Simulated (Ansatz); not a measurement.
## GaN: the gap against volume

GaN, F-43m, a = 4.548 Å. This isn't the usual stable structure of the compound. Ansatz: PBE, PAW, 420 eV, Γ-centred 10×10×10 mesh on 2 atoms, Gaussian smearing 0.02 eV; no spin polarisation. Symmetry fixes shape and atoms, so the cell is only scaled; x = ln(V/V0) with V0 = 11.763 Å³/atom. The gap is read at the mesh points alone.

```tsv
x	gap y (eV)
-0.0619	?
-0.0305	1.736
0.0000	1.541
0.0296	1.352
0.0583	1.172
```

Q: Fit a straight line to the other rows, give the volume deformation potential of the gap and its pressure coefficient, and predict the missing gap. B0 = 171.9 GPa.

A: Means x = 0.01435, y = 1.4503; Σ(Δx)² = 0.004382, ΣΔxΔy = -0.02785; the slope is their ratio. y = 1.5414 − 6.3551 x. The slope is the deformation potential a = dE_g/d ln V = -6.36 eV, and dE_g/dP = −a/B0 = 37.0 meV/GPa. At x = -0.0619 the fit asked for gives 1.935 eV. The run gave 1.935 eV, the same to the digits shown. The form still works here, 35 % of the fitted range beyond its end.

Semilocal functionals give gaps under the measured ones; changes of the gap mostly carry over better.